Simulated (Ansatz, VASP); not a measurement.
**InAs in VASP and in Ansatz**

```
CELL_PARAMETERS angstrom
0.00000 2.95639 2.95639
2.95639 0.00000 2.95639
2.95639 2.95639 0.00000
ATOMIC_POSITIONS crystal
In 0.00000 0.00000 0.00000
As 0.75000 0.75000 0.75000
```

Change from the starting cell: volume scaled by 0.94.

Alike in both runs: task single point; functional r2SCAN; k mesh 8 × 8 × 8; occupations fermi-dirac, width 0.05 eV; no spin polarisation.

|  | VASP | Ansatz |
| --- | --- | --- |
| version | VASP 6.6.1 | Ansatz 0.2.0 |
| potentials or method | VASP PAW PBE potentials, release 64 (In_d, As) | Ansatz PAW |
| plane-wave cutoff (eV) | 520 | 500 |
| valence electrons in the cell | 18 | 28 |

```tsv
	VASP	Ansatz	Ansatz less VASP
gap on the k mesh at the Fermi level (eV)	0.62	0.62	-0.004
least direct gap on the mesh (eV)	0.62	0.62	-0.004
pressure (GPa)	7.1	7.1	0.00
```

The two sets of potentials don't hold the same shells in valence.

Caveats: spin-orbit coupling is left out, which moves the levels of the heavy elements; the PAW data sets were made with another functional, which shifts forces and pressure a little (VASP); the PAW data sets come from PBE, with cores solved anew for the run's functional, which leaves a small shift of forces and pressure (Ansatz).
